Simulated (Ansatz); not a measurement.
Crystal: TiSi.

```
Ti Si
1.0
     1.81618   -2.11762    0.00000
     1.81618    2.11762    0.00000
     0.00000    0.00000    3.80393
Ti Si
1 1
Direct
  0.50000 0.50000 0.00000
  0.00000 0.00000 0.50000
```

The cell comes from a database or a generator and needn't be the stable form of this composition.

- Program: Ansatz 0.2.0
- Task: single point
- Functional: PBEsol
- Potentials or basis: all-electron LAPW, scalar-relativistic
- Cutoff: 239 eV (chosen from the basis error)
- Basis error allowed: 0.001 eV/atom
- k mesh: 10 × 10 × 7
- Occupations: fermi-dirac, width 0.05 eV
- Spin: no spin polarisation

On this cell: pressure -4.3 GPa; largest force under 0.003 eV/Å; band gap on the k mesh none (metal or under the smearing width).

The same run follows on a disturbed copy (atoms moved at random, drawn with an rms of 0.05 Å):

```xyz
2
Lattice="1.8162 -2.1176 0.0000 1.8162 2.1176 0.0000 0.0000 0.0000 3.8039" Properties=species:S:1:pos:R:3 pbc="T T T"
Ti    1.8313    0.0195   -0.0248
Si    0.0205   -0.0064    1.8620
```

Question: What changes?

Answer: The energy (extrapolated to zero smearing) moves by +0.7 meV/atom; pressure -4.3 GPa; largest force 0.130 eV/Å; band gap on the k mesh none (metal or under the smearing width).

Forces in eV/Å, atoms in the order of the input:
```
Ti   0.032 -0.025 -0.123
Si  -0.032  0.025  0.123
```

Stress tensor (GPa, compression positive):
```
-4.73  0.00 -0.01
 0.00 -4.33  0.03
-0.01  0.03 -3.80
```
